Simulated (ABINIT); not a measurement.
# ZnSe (Stilleite) (F-43m) in ABINIT: a series of runs, part 2 of 2

ABINIT 10.8.3 (patched build).

### Step 3. Single point, r2SCAN

run.abi reads:

```
# Pseudopotentials
pp_dirpath "./"
pseudos "Se.GGA_PBE-JTH.xml, Zn.GGA_PBE-JTH.xml"

# Structure
acell 3*1.0 Angstrom
rprim
     0.0000000000     2.8338000000     2.8338000000
     2.8338000000     0.0000000000     2.8338000000
     2.8338000000     2.8338000000     0.0000000000
ntypat 2
znucl 34 30
natom 2
typat 1 2
xcart
     8.0326588379     8.0326588379     8.0326588379
     0.0000000000     0.0000000000     0.0000000000

# Plane-wave basis
ecut 24.0
pawecutdg 46.0

# k points
kptopt 1
ngkpt 3 3 3
nshiftk 1
shiftk 0.0 0.0 0.0

# Exchange and correlation
ixc -497498
usekden 1
pawxcdev 0

# Bands and occupations
nband 13
occopt 3
tsmear 0.05 eV

# SCF cycle
nstep 100
tolvrs 1.0e-7

# Output
iomode 3
prtwf 0
prtden 0
prteig 0
prtebands 0
```

Potentials or basis: JTH PAW PBE v2.0.

Run with:

```sh
abinit run.abi > log 2>&1
```

run.abo:

```text
.Version 10.8.3 of ABINIT
 Symmetries : space group F-4 3 m (#216); Bravais cF (face-center cubic)
================================================================================
 Values of the parameters that define the memory need of the present run
     intxc =       0    ionmov =       0      iscf =      17    lmnmax =      18
     lnmax =       6     mgfft =      36  mpssoang =       3    mqgrid =    3001
     natom =       2  nloc_mem =       2    nspden =       1   nspinor =       1
    nsppol =       1      nsym =      24    n1xccc =       1    ntypat =       2
    occopt =       3   xclevel =       2
       mpw =        1730          nfft =       46656          nkpt =           4
 PAW method is used; the additional fine FFT grid is defined by:
   mgfftf=        48    nfftf =    110592
================================================================================
================================================================================

--------------------------------------------------------------------------------
[... 257 lines left out ...]
- sigma(1 1)= -1.18659021E+00  sigma(3 2)=  0.00000000E+00
- sigma(2 2)= -1.18659021E+00  sigma(3 1)=  0.00000000E+00
- sigma(3 3)= -1.18659021E+00  sigma(2 1)=  0.00000000E+00

== END DATASET(S) ==============================================================
================================================================================

 -outvars: echo values of variables after computation  --------
            acell      1.8897261259E+00  1.8897261259E+00  1.8897261259E+00 Bohr
           etotal     -5.7104730890E+01
            fcart      5.0281829634E-29  5.0281829634E-29 -1.5084548890E-28
                      -5.0281829634E-29 -5.0281829634E-29  1.5084548890E-28
            rprim      0.0000000000E+00  2.8338000000E+00  2.8338000000E+00
                       2.8338000000E+00  0.0000000000E+00  2.8338000000E+00
                       2.8338000000E+00  2.8338000000E+00  0.0000000000E+00
           strten     -4.0331381439E-05 -4.0331381439E-05 -4.0331381439E-05
                       0.0000000000E+00  0.0000000000E+00  0.0000000000E+00
           xangst      4.2506999971E+00  4.2506999971E+00  4.2506999971E+00
                      -2.9084696216E-09 -2.9084698576E-09 -2.9084696216E-09
             xred      7.4999999949E-01  7.4999999949E-01  7.4999999949E-01
                      -5.1317486371E-10 -5.1317478045E-10 -5.1317486371E-10
 Calculation completed.
```

It took 42 s on 1 thread of Arm Neoverse V1, shared host; peak memory 0.13 GiB.

What came out:

```yaml
Free_energy: -1553.8989 eV
Pressure: 1.2 GPa
Band_gap_on_the_k_mesh: 1.82 eV, direct
Valence_electrons_inside_the_program's_atomic_spheres: Se 4.06; Zn 10.73
```

Levels at points of the mesh, in eV from the valence-band top:
```
           k point  band 5  band 6  band 7  band 8  band 9  band 10  band 11  band 12  band 13
(0.00, 0.00, 0.00)   -6.38   -6.38    0.00    0.00    0.00     1.82     6.25     6.25     6.25
```

Caveat: the k mesh is coarse (spacing up to 0.64 Å⁻¹), so the values aren't converged; totals of a meta-GGA on PAW files have another zero than those of a GGA; the PAW data sets were made with another functional, which shifts forces and pressure a little.

### Step 4. Single point, PBEsol

run.abi reads:

```
# Pseudopotentials
pp_dirpath "./"
pseudos "Se.GGA_PBE-JTH.xml, Zn.GGA_PBE-JTH.xml"

# Structure
acell 3*1.0
rprim
     0.0000000000     5.3551058920     5.3551058920
     5.3551058920     0.0000000000     5.3551058920
     5.3551058920     5.3551058920     0.0000000000
ntypat 2
znucl 34 30
natom 2
typat 1 2
xcart
     8.0326588379     8.0326588379     8.0326588379
     0.0000000000     0.0000000000     0.0000000000

# Plane-wave basis
ecut 544.227725 eV
pawecutdg 40.0

# k points
kptopt 1
ngkpt 6 6 6
nshiftk 1
shiftk 0.0 0.0 0.0

# Exchange and correlation
ixc -116133

# Bands and occupations
nband 13
occopt 3
tsmear 0.05 eV

# SCF cycle
nstep 100
tolvrs 1.0e-9

# Output
iomode 3
prtwf 0
prtden 0
prteig 0
prtebands 0
prtvol 2
```

Run with:

```sh
abinit run.abi > log 2>&1
```

It took 22 s on 1 thread of Arm Neoverse V1, shared host; peak memory 0.11 GiB.

It converged, with:

- Free energy: -2011.7829 eV
- Band gap on the k mesh: 1.17 eV, direct
- Valence electrons inside the program's atomic spheres: Se 4.01; Zn 10.77

Levels at points of the mesh, in eV from the valence-band top:
```tsv
k point	band 5	band 6	band 7	band 8	band 9	band 10	band 11	band 12	band 13
(0.00, 0.00, 0.00)	-6.17	-6.17	0.00	0.00	0.00	1.17	5.73	5.73	5.73
(0.50, 0.00, 0.00)	-6.15	-6.01	-5.29	-0.88	-0.88	2.44	6.31	6.31	8.41
(0.50, 0.50, 0.00)	-6.12	-5.99	-4.79	-2.21	-2.21	2.83	3.36	10.60	11.20
```

Caveat: the cutoff is too short for stress, so the log's stress isn't used; the PAW data sets were made with another functional, which shifts forces and pressure a little.

### Step 5. Single point, PBE

run.abi, as its differences from that of step 4:

```diff
@@ -14,4 +14,4 @@
 typat 1 2
-xcart
-     8.0326588379     8.0326588379     8.0326588379
+xred
+     0.7500000000     0.7500000000     0.7500000000
      0.0000000000     0.0000000000     0.0000000000
@@ -19,3 +19,3 @@
 # Plane-wave basis
-ecut 544.227725 eV
+ecut 20.0
 pawecutdg 40.0
@@ -24,3 +24,3 @@
 kptopt 1
-ngkpt 6 6 6
+ngkpt 10 10 10
 nshiftk 1
@@ -29,3 +29,3 @@
 # Exchange and correlation
-ixc -116133
+ixc 11
 
@@ -46,2 +46 @@
 prtebands 0
-prtvol 2
```

Run with:

```sh
abinit run.abi > log 2>&1
```

It took 60 s on 1 thread of Arm Neoverse V1, shared host; peak memory 0.12 GiB.

It converged, with:

* Free energy: -2012.0511 eV
* Band gap on the k mesh: 1.29 eV, direct
* Valence electrons inside the program's atomic spheres: Se 4.03; Zn 10.77

Levels at points of the mesh, in eV from the valence-band top:
```
           k point  band 5  band 6  band 7  band 8  band 9  band 10  band 11  band 12  band 13
(0.00, 0.00, 0.00)   -6.17   -6.17    0.00    0.00    0.00     1.29     5.81     5.81     5.81
(0.50, 0.00, 0.00)   -6.15   -6.00   -5.23   -0.87   -0.87     2.54     6.39     6.39     8.59
(0.50, 0.50, 0.00)   -6.11   -5.98   -4.75   -2.18   -2.18     2.98     3.45    10.73    11.28
```

Caveat: the cutoff is too short for stress, so the log's stress isn't used.

### Step 6. Overview

| level | potentials or basis | k mesh | cutoff (eV) | fine-grid cutoff | mesh quality | gap on the mesh (eV) |
| --- | --- | --- | --- | --- | --- | --- |
| LDA | JTH PAW LDA v2.0 | 6 × 6 × 6 | 544 | 1088.46 eV | not flagged | 1.03 |
| r2SCAN | JTH PAW PBE v2.0 | 3 × 3 × 3 | 653 | 1251.72 eV | coarse | 1.82 |
| PBEsol | JTH PAW PBE v2.0 | 6 × 6 × 6 | 544 | 1088.46 eV | not flagged | 1.17 |
| PBE | JTH PAW PBE v2.0 | 10 × 10 × 10 | 544 | 1088.46 eV | not flagged | 1.29 |

Alike in all rows: task single point; no spin polarisation; cell as given; smearing fermi-dirac 0.05 eV.

Caveats: some runs use coarse meshes; the PAW data sets were made with another functional, which shifts forces and pressure a little (some runs); totals of a meta-GGA on PAW files have another zero than those of a GGA (some runs).

Absolute energies hang on the potentials; compare differences alone.

### Step 7. Comparison with measurements

Step 2. Measured gap of ZnSe: 2.695 eV (an exciton energy, a little under the gap; 300 K; “Alloy Disordering Effects on the Thermal Conductivity and Energy Gap Temperature Dependence of Cd1−xZnxSe Ternary Crystals Grown by the Bridgman Method”, 2023, pmc:10253836). This calculation gives 1.03 eV (-1.66 eV). So large a miss can be the level of theory's own, or it may mean another phase, state or a wrong row. Spin-orbit coupling on Se is left out. The value is that of LDA, without temperature or zero-point motion. Semilocal functionals fall short of measured gaps as a rule.

Step 4. A measured gap of ZnSe is 2.695 eV (an exciton energy, a little under the gap; 300 K; “Alloy Disordering Effects on the Thermal Conductivity and Energy Gap Temperature Dependence of Cd1−xZnxSe Ternary Crystals Grown by the Bridgman Method”, 2023, pmc:10253836); the calculated 1.17 eV misses it by -1.53 eV. So large a miss can be the level of theory's own, or it may mean another phase, state or a wrong row. Spin-orbit coupling on Se is left out. The value is that of PBEsol, without temperature or zero-point motion. Semilocal functionals fall short of measured gaps as a rule.

Step 5. A measured gap of ZnSe is 2.695 eV (an exciton energy, a little under the gap; 300 K; “Alloy Disordering Effects on the Thermal Conductivity and Energy Gap Temperature Dependence of Cd1−xZnxSe Ternary Crystals Grown by the Bridgman Method”, 2023, pmc:10253836); the calculated 1.29 eV misses it by -1.40 eV. So large a miss can be the level of theory's own, or it may mean another phase, state or a wrong row. Spin-orbit coupling on Se is left out. The value is that of PBE, without temperature or zero-point motion. Semilocal functionals fall short of measured gaps as a rule.
